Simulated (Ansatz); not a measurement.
**Ni under changes of volume**

One of the cells (10.569 Å³/atom); the others are scaled copies at fixed shape and fractional positions:

```xyz
2
Lattice="2.4480 0.0000 0.0000 -1.2240 2.1201 0.0000 0.0000 0.0000 4.0728" Properties=species:S:1:pos:R:3 pbc="T T T"
Ni    1.2240    0.7067    3.0546
Ni    0.0000    1.4134    1.0182
```

This isn't the form of Ni at room conditions, which is fcc.

```yaml
Program: Ansatz 0.2.0
Functional: PBEsol
Potentials_or_basis: all-electron LAPW, scalar-relativistic
Cutoff: 323 eV (chosen from the basis error)
Basis_error_allowed: 0.001 eV/atom
k_mesh: 12 × 12 × 7
Occupations: fermi-dirac, width 0.05 eV
Spin: collinear spin, ferromagnetic start
Starting_moments: "[1.0, 1.0] μB"
```

```tsv
volume (Å³/atom)	energy over the lowest point (meV/atom)	pressure (GPa)	moment (μB per cell)
9.935	17.20	12.2	1.24
10.146	5.06	6.5	1.26
10.357	0.00	1.5	1.28
10.569	1.23	-3.0	1.30
10.780	?	?	?
10.992	19.86	-10.6	1.34
11.203	36.10	-13.7	1.35
```

Q: What does the run at 10.780 Å³/atom give?

A: Energy over the lowest point 8.06 meV/atom; pressure -7.0 GPa; moment 1.32 μB per cell.

Worked out: A Birch-Murnaghan fit of order 3 (a polynomial in V^(-2/3)) to the other rows has its minimum at 10.42 Å³/atom with B0 = V·E''(V) = 227 GPa and B' = 4.7 at fixed shape and positions, which overstates the stiffness. It gives 8.03 meV/atom at 10.780 Å³/atom, against the run's 8.06, and -dE/dV = -7.1 GPa, against -7.0. A straight line through the other rows of the moment, of slope 0.089 μB per Å³/atom, gives 1.32 μB, against the run's 1.32.

Energies are extrapolated to zero smearing.
